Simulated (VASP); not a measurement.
## ZnS (Wurtzite-2H) under changes of volume

One of the cells (19.995 Å³/atom); the others are scaled copies at fixed shape and fractional positions:

```xyz
4
Lattice="3.8362 0.0000 0.0000 -1.9181 3.3223 0.0000 0.0000 0.0000 6.2753" Properties=species:S:1:pos:R:3 pbc="T T T"
Zn    1.9181    1.1074    3.1376
Zn    0.0000    2.2149    0.0000
S     1.9181    1.1074    5.5536
S     0.0000    2.2149    2.4160
```

- Program: VASP 6.6.1
- Functional: PBE
- Potentials or basis: VASP PAW PBE potentials, release 64 (Zn, S)
- Cutoff: 520 eV
- k mesh: 8 × 8 × 5
- Occupations: fermi-dirac, width 0.05 eV
- Spin: no spin polarisation

```csv
volume (Å³/atom),energy over the lowest point (meV/atom),pressure (GPa),gap on the mesh (eV),largest force (eV/Å)
18.427,43.23,8.1,2.55,0.403
18.819,25.86,6.0,2.45,0.375
19.211,?,?,?,?
19.995,0.78,1.0,2.16,0.299
20.387,0.00,-0.4,2.07,0.278
20.779,2.39,-1.6,1.98,0.257
```

**Question.** What does the run at 19.211 Å³/atom give?

**Answer.** Energy over the lowest point 13.31 meV/atom; pressure 4.2 GPa; gap on the mesh 2.35 eV; largest force 0.348 eV/Å.

Worked out: A Birch-Murnaghan fit of order 3 (a polynomial in V^(-2/3)) to the other rows has its minimum at 20.28 Å³/atom with B0 = V·E''(V) = 69 GPa and B' = 4.3 at fixed shape and positions, which overstates the stiffness. It gives 13.31 meV/atom at 19.211 Å³/atom, against the run's 13.31, and -dE/dV = 4.2 GPa, against 4.2. A straight line through the other rows of the gap, of slope -4.75 eV per unit of ln V (its deformation potential), gives 2.35 eV, against the run's 2.35.

Energies are extrapolated to zero smearing.
